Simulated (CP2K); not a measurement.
Runs of CP2K 2026.2 on As. Symmetry: P6/mmm, No. 191, hexagonal system. The conventional cell has a = 4.566 Å, b = 4.566 Å, c = 2.834 Å, α = 90.00°, β = 90.00°, γ = 120.00°. As (site symmetry -6m2) is surrounded by 5 As at 2.64 to 2.83 Å. The cell was built by a generator and needn't be a form met in nature.

```tsv
task	level	points a segment of the path (NPOINTS)	bands added on the path	cutoff of the non-local correlation (Ry)	gap on the mesh (eV)	pressure (GPa)
single point	BLYP	-	-	-	none	(b)
band structure	LDA	10	4	-	none	-1.4
single point	rev-vdW-DF2	-	-	300	none	0.5
band structure	MS2	10	4	-	none	1.4
single point	RPBE	-	-	-	none	0.9
single point	PBE	-	-	-	none	(a)
band structure	PBEsol	10	4	-	none	-1.3
```

Alike in all rows: potentials or basis POTENTIAL_UZH As GTH-PBE-q5; TZVP-MOLOPT-PBE-GTH basis; no spin polarisation; cell as given; k mesh 7 × 7 × 9; smearing fermi-dirac 0.05 eV.

Question: Estimate the missing entries.

Answer: (a) 0.2; (b) 4.0.

Caveats: the basis of atomic orbitals isn't converged, which shifts pressures, moduli and gaps; the potentials were made for another functional, which shifts forces and pressure (some runs).

A k mesh can miss the band edges, and the runs leave out spin-orbit coupling on As.

A gap of «none» marks a metal or a gap under the smearing width.
